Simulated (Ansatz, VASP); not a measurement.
# Mo: VASP beside Ansatz

```xyz
1
Lattice="2.1332 0.0000 0.0000 0.0000 2.1332 0.0000 0.0000 0.0000 2.1332" Properties=species:S:1:pos:R:3 pbc="T T T"
Mo    0.0000    0.0000    0.0000
```

Change from the starting cell: volume scaled by 0.55, PAW files.

Alike in both runs: task single point; functional PBE; k mesh 16 × 16 × 16; occupations fermi-dirac, width 0.08 eV; no spin polarisation.

|  | VASP | Ansatz |
| --- | --- | --- |
| version | VASP 6.6.1 | Ansatz 0.2.0 |
| potentials or method | VASP PAW PBE potentials, release 64 (Mo_sv) | PAW with Ansatz's default frozen-core files, scalar-relativistic |
| plane-wave cutoff (eV) | 520 | 420 |
| valence electrons in the cell | 14 | 14 |

|  | VASP | Ansatz | Ansatz less VASP |
| --- | --- | --- | --- |
| pressure (GPa) | 392.3 | 382.8 | -9.49 |

Caveats: the cell as given lies far from equilibrium; so large a pressure means that the cell lies far from this level's equilibrium, or that cutoff or potentials fall short (VASP).
